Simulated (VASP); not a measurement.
# GaN in VASP: one cell, several levels of theory, part 2 of 2

VASP 6.6.1, plane waves, PAW.

### Step 3. r2SCAN at this geometry

INCAR reads:

```
ENCUT = 520.000000
SIGMA = 0.010000
EDIFF = 1.00e-07
ALGO = Normal
METAGGA = R2SCAN
PREC = Accurate
IBRION = -1
ISIF = 2
ISMEAR = 0
NBANDS = 16
NELM = 120
NSW = 0
LASPH = .TRUE.
LCHARG = .FALSE.
LWAVE = .FALSE.
LREAL = .FALSE.
```

KPOINTS reads:

```
KPOINTS created by Atomic Simulation Environment
0
Gamma
10 10 10
0 0 0
```

KPOINTS_OPT reads:

```
special points
6
Reciprocal
0.0000000000 0.0000000000 0.0000000000 1
-0.5000000000 -0.5000000000 0.0000000000 1
-0.3750000000 -0.3750000000 0.2500000000 1
-0.3750000000 0.0000000000 0.3750000000 1
0.0000000000 0.0000000000 0.5000000000 1
-0.5000000000 -0.2500000000 0.2500000000 1
```

POSCAR reads:

```
Ga N
 1.0000000000000000
     0.0000000000000000    2.2714420665000001    2.2714420665000001
     2.2714420665000001    0.0000000000000000    2.2714420665000001
     2.2714420665000001    2.2714420665000001    0.0000000000000000
 Ga  N
   1   1
Cartesian
  0.0000000000000000  0.0000000000000000  0.0000000000000000
  1.1357210332499998  1.1357210332499998  1.1357210332499998
```

Run with:

```
$ mpirun -np 1 vasp_std
```

Standard output, without the iteration lines:

```text
POSCAR found type information on POSCAR GaN
 POSCAR found :  2 types and       2 ions
 -----------------------------------------------------------------------------
|                                                                             |
|                                                                             |
|     You enforced a specific xc type in the INCAR file but a different       |
|     I HOPE YOU KNOW WHAT YOU ARE DOING!                                     |
|                                                                             |
 -----------------------------------------------------------------------------

 LDA part: xc-table for (None), standard interpolation
 POSCAR, INCAR and KPOINTS ok, starting setup
 FFT: planning ... GRIDC
 FFT: planning ... GRID_SOFT
 FFT: planning ... GRID
 WAVECAR not read
 entering main loop
 Start KPOINTS_OPT (optional k-point list driver)
k-point batch [1-6\6]
```

OSZICAR:

```text
N       E                     dE             d eps       ncg     rms          rms(c)
DAV:   1     0.758138112965E+02    0.75814E+02   -0.95593E+03  1648   0.206E+03
DAV:   2    -0.201477145216E+02   -0.95962E+02   -0.90261E+02  1736   0.345E+02
DAV:   3    -0.267019447151E+02   -0.65542E+01   -0.65279E+01  1768   0.749E+01
DAV:   4    -0.267797325087E+02   -0.77788E-01   -0.77779E-01  1928   0.884E+00
DAV:   5    -0.267807842685E+02   -0.10518E-02   -0.10517E-02  1872   0.932E-01    0.709E+00
DAV:   6    -0.217994126861E+02    0.49814E+01   -0.35319E+00  2280   0.401E+01    0.246E+00
DAV:   7    -0.218790128947E+02   -0.79600E-01   -0.40577E-01  1648   0.701E+00    0.172E+00
DAV:   8    -0.218906900398E+02   -0.11677E-01   -0.37972E-02  2024   0.487E+00    0.232E-01
DAV:   9    -0.218891038909E+02    0.15861E-02   -0.13280E-02  2256   0.296E+00    0.147E-01
DAV:  10    -0.218892372580E+02   -0.13337E-03   -0.92061E-04  1696   0.265E-01    0.167E-01
DAV:  11    -0.218893159375E+02   -0.78679E-04   -0.99777E-05  1912   0.288E-01    0.796E-02
DAV:  12    -0.218892786788E+02    0.37259E-04   -0.97988E-05  2016   0.154E-01    0.313E-02
DAV:  13    -0.218892640879E+02    0.14591E-04   -0.26991E-05  2352   0.104E-01    0.121E-02
DAV:  14    -0.218892592813E+02    0.48066E-05   -0.55310E-06  1768   0.214E-02    0.610E-03
DAV:  15    -0.218892589248E+02    0.35654E-06   -0.51252E-07  2032   0.158E-02    0.325E-03
DAV:  16    -0.218892586556E+02    0.26918E-06   -0.20050E-07  1520   0.580E-03    0.110E-03
DAV:  17    -0.218892584486E+02    0.20696E-06   -0.63458E-08   896   0.260E-03    0.272E-04
DAV:  18    -0.218892583832E+02    0.65410E-07   -0.17394E-08   784   0.128E-03
   1 F= -.21889258E+02 E0= -.21889258E+02  d E =-.186535E-31
       N       E                     dE             ncg
DAV:   1     0.110446224036E+04   -0.41864E+04      200
DAV:   2     0.481874832265E+03   -0.62259E+03      216
DAV:   3     0.438805890382E+03   -0.43069E+02      224
DAV:   4     0.438258455797E+03   -0.54743E+00      248
DAV:   5     0.438252821431E+03   -0.56344E-02      224
DAV:   6     0.438252646833E+03   -0.17460E-03      280
DAV:   7     0.438252641811E+03   -0.50219E-05      240
DAV:   8     0.438252641541E+03   -0.26924E-06      232
DAV:   9     0.438252641529E+03   -0.12486E-07      168
```

Parts of OUTCAR:

```text
k-points           NKPTS =     47   k-points in BZ     NKDIM =     47   number of bands    NBANDS=     16

   NELECT =      18.0000    total number of electrons

   dimension x,y,z NGX =    24 NGY =   24 NGZ =   24
   dimension x,y,z NGXF=    48 NGYF=   48 NGZF=   48

  energy-cutoff  :      520.00
  volume of cell :       23.44
      direct lattice vectors                 reciprocal lattice vectors
     0.000000000  2.271442067  2.271442067    -0.220124478  0.220124478  0.220124478
     2.271442067  0.000000000  2.271442067     0.220124478 -0.220124478  0.220124478
     2.271442067  2.271442067  0.000000000     0.220124478  0.220124478 -0.220124478

 k-points in reciprocal lattice and weights: KPOINTS created by Atomic Simulation Env
   0.00000000  0.00000000  0.00000000       0.001
   0.10000000  0.00000000  0.00000000       0.008
   0.20000000  0.00000000  0.00000000       0.008
   0.30000000  0.00000000  0.00000000       0.008
   0.40000000  0.00000000  0.00000000       0.008
   0.50000000  0.00000000  0.00000000       0.004
   0.10000000  0.10000000  0.00000000       0.006
   0.20000000  0.10000000  0.00000000       0.024
[... 39 more k-points ...]

 E-fermi :   4.8402

 k-point     1 :       0.0000    0.0000    0.0000
  band No.  band energies     occupation
      1     -11.7672      2.00000
      2      -9.0541      2.00000
      3      -9.0541      2.00000
      4      -9.0540      2.00000
      5      -8.7285      2.00000
      6      -8.7285      2.00000
      7       4.7614      2.00000
      8       4.7614      2.00000
      9       4.7614      2.00000
     10       6.7223      0.00000
     11      15.6087      0.00000
     12      15.6088      0.00000
     13      15.6088      0.00000
     14      22.9793      0.00000
     15      24.2969      0.00000
     16      24.2969      0.00000

 k-point     2 :       0.1000    0.0000    0.0000
  band No.  band energies     occupation
      1     -11.6619      2.00000
      2      -9.0408      2.00000
      3      -9.0408      2.00000
      4      -9.0123      2.00000
      5      -8.7296      2.00000
      6      -8.7296      2.00000
      7       3.6616      2.00000
      8       4.6553      2.00000
      9       4.6553      2.00000
     10       7.5914      0.00000
     11      15.1084      0.00000
     12      15.7744      0.00000
     13      15.7745      0.00000
     14      22.8997      0.00000
     15      22.8997      0.00000
     16      22.9666      0.00000

 k-point     3 :       0.2000    0.0000    0.0000
  band No.  band energies     occupation
      1     -11.3952      2.00000
      2      -9.0097      2.00000
      3      -9.0097      2.00000
      4      -8.8471      2.00000
      5      -8.7284      2.00000
      6      -8.7283      2.00000
      7       1.8279      2.00000
      8       4.3939      2.00000
      9       4.3939      2.00000
     10       8.7233      0.00000
     11      14.3300      0.00000
     12      16.0365      0.00000
     13      16.0366      0.00000
     14      21.8228      0.00000
     15      22.1193      0.00000
     16      22.1193      0.00000

 k-point     4 :       0.3000    0.0000    0.0000
  band No.  band energies     occupation
      1     -11.1029      2.00000
      2      -8.9809      2.00000
      3      -8.9809      2.00000
      4      -8.7163      2.00000
      5      -8.7162      2.00000
      6      -8.4707      2.00000
      7      -0.0439      2.00000
      8       4.0977      2.00000
      9       4.0977      2.00000
     10       9.4427      0.00000
     11      13.9767      0.00000
     12      15.9962      0.00000
     13      15.9963      0.00000
     14      21.1133      0.00000
     15      22.6394      0.00000
     16      22.6394      0.00000

 k-point     5 :       0.4000    0.0000    0.0000
  band No.  band energies     occupation
      1     -10.9160      2.00000
      2      -8.9669      2.00000
      3      -8.9669      2.00000
      4      -8.6963      2.00000
      5      -8.6962      2.00000
      6      -7.9193      2.00000
      7      -1.5844      2.00000
      8       3.8754      2.00000
      9       3.8755      2.00000
     10       9.7080      0.00000
     11      14.0119      0.00000
     12      15.7525      0.00000
     13      15.7526      0.00000
     14      20.9772      0.00000
     15      24.1136      0.00000
     16      24.1137      0.00000

 k-point     6 :       0.5000    0.0000    0.0000
  band No.  band energies     occupation
      1     -10.8584      2.00000
      2      -8.9639      2.00000
      3      -8.9638      2.00000
      4      -8.6862      2.00000
      5      -8.6862      2.00000
      6      -7.6046      2.00000
      7      -2.2378      2.00000
      8       3.7940      2.00000
      9       3.7940      2.00000
     10       9.7543      0.00000
     11      14.0748      0.00000
     12      15.6318      0.00000
     13      15.6318      0.00000
     14      21.0464      0.00000
     15      25.1913      0.00000
     16      25.1914      0.00000

 k-point     7 :       0.1000    0.1000    0.0000
  band No.  band energies     occupation
      1     -11.6273      2.00000
      2      -9.0289      2.00000
      3      -9.0289      2.00000
      4      -9.0138      2.00000
      5      -8.7379      2.00000
      6      -8.7215      2.00000
      7       3.6628      2.00000
      8       4.4471      2.00000
      9       4.4471      2.00000
     10       7.8679      0.00000
     11      14.7536      0.00000
     12      15.9473      0.00000
     13      15.9474      0.00000
     14      20.7731      0.00000
     15      24.4120      0.00000
     16      25.0000      0.00000

 k-point     8 :       0.2000    0.1000    0.0000
  band No.  band energies     occupation
      1     -11.4157      2.00000
      2      -9.0079      2.00000
      3      -8.9968      2.00000
      4      -8.9001      2.00000
      5      -8.7359      2.00000
      6      -8.7144      2.00000
      7       2.3135      2.00000
      8       4.1127      2.00000
      9       4.2269      2.00000
     10       8.8339      0.00000
     11      14.0615      0.00000
     12      16.0558      0.00000
     13      16.2995      0.00000
     14      19.6957      0.00000
     15      24.0135      0.00000
     16      24.0780      0.00000

 k-point     9 :       0.3000    0.1000    0.0000
  band No.  band energies     occupation
      1     -11.1360      2.00000
      2      -8.9823      2.00000
      3      -8.9643      2.00000
      4      -8.7722      2.00000
      5      -8.7030      2.00000
      6      -8.5450      2.00000
      7       0.5699      2.00000
      8       3.7956      2.00000
      9       3.8969      2.00000
     10       9.7014      0.00000
     11      13.6816      0.00000
     12      15.6665      0.00000
     13      16.4297      0.00000
     14      20.1213      0.00000
     15      23.1571      0.00000
     16      24.0708      0.00000

 k-point    10 :       0.4000    0.1000    0.0000
  band No.  band energies     occupation
      1     -10.9259      2.00000
      2      -8.9660      2.00000
      3      -8.9470      2.00000
      4      -8.7399      2.00000
      5      -8.6884      2.00000
      6      -8.0304      2.00000
      7      -1.0452      2.00000
      8       3.5198      2.00000
      9       3.6066      2.00000
     10      10.1739      0.00000
     11      13.5285      0.00000
     12      15.5071      0.00000
     13      16.2374      0.00000
     14      21.0575      0.00000
     15      23.2030      0.00000
     16      25.0160      0.00000

 k-point    11 :       0.5000    0.1000    0.0000
  band No.  band energies     occupation
      1     -10.8366      2.00000
      2      -8.9610      2.00000
      3      -8.9436      2.00000
      4      -8.7115      2.00000
      5      -8.6851      2.00000
      6      -7.5767      2.00000
      7      -2.0229      2.00000
      8       3.2296      2.00000
      9       3.6001      2.00000
     10      10.3415      0.00000
     11      13.4199      0.00000
     12      15.6527      0.00000
     13      16.0039      0.00000
     14      21.6485      0.00000
     15      24.1242      0.00000
     16      25.4197      0.00000

 k-point    12 :      -0.4000    0.1000    0.0000
  band No.  band energies     occupation
      1     -10.8545      2.00000
      2      -8.9602      2.00000
      3      -8.9478      2.00000
      4      -8.7024      2.00000
      5      -8.7013      2.00000
      6      -7.6838      2.00000
      7      -1.8057      2.00000
      8       3.1143      2.00000
      9       3.7739      2.00000
     10      10.3511      0.00000
     11      13.4868      0.00000
     12      15.5959      0.00000
     13      15.9553      0.00000
     14      21.8801      0.00000
     15      23.7629      0.00000
     16      24.8270      0.00000

[... the tables of k-points 13 to 47 left out ...]

  Total       -0.6565258     -0.6565258     -0.6565258     -0.0000000      0.0000000     -0.0000000
  in kB      -44.8773698    -44.8773698    -44.8773698     -0.0000000      0.0000000     -0.0000000
  external PRESSURE =     -44.8773698 kB  Pullay stress =       0.0000000 kB

 POSITION                                       TOTAL-FORCE (eV/Angst)
 -----------------------------------------------------------------------------------
      0.00000      0.00000      0.00000        -0.000000     -0.000000     -0.000000
      1.13572      1.13572      1.13572         0.000000      0.000000      0.000000
 -----------------------------------------------------------------------------------
    total drift:                                0.000012      0.000012      0.000012

  FREE ENERGIE OF THE ION-ELECTRON SYSTEM (eV)
  ---------------------------------------------------
  free  energy   TOTEN  =       -21.8892583832 eV

  energy  without entropy=      -21.8892583832  energy(sigma->0) =      -21.88925838
```

Hardware: 1 MPI rank of Intel Xeon Platinum 8488C, shared host.

The levels at the points of KPOINTS_OPT are read from vasprun.xml.

Band energies at the special points (eV, zero at the top of v, the last band that the electrons fill by count):

```
point    v−1      v     c    c+1
    Γ   0.00   0.00  1.96  10.85
    X  -2.70  -2.70  3.76   7.09
    U  -4.22  -2.17  5.42   8.33
    K  -4.22  -2.17  5.42   8.33
    L  -0.97  -0.97  4.99   9.31
    W  -3.69  -3.58  6.67   8.85
```

The r2SCAN gap is 1.96 eV, direct at Γ. The pressure is -4.49 GPa; the forces vanish within 0.01 eV/Å.

### Step 4. What came out

What follows sums up all 2 parts.

| level | gap (eV) | pressure (GPa) | Ansatz: gap (eV) | Ansatz: pressure (GPa) |
| --- | --- | --- | --- | --- |
| PBE | 1.57 | 0.72 | 1.56 | 0.64 |
| r2SCAN | 1.96 | -4.49 | 1.97 | -5.50 |

**Reading.** The gap runs from 1.57 eV (PBE) to 1.96 eV (r2SCAN). At this one volume the pressure spans -4.5 GPa (r2SCAN) to 0.7 GPa (PBE): PBE wants the largest cell and r2SCAN the smallest. The two programs agree on the gap within 0.02 eV, far less than the spread between functionals. Each program uses its own PAW datasets and cutoff.
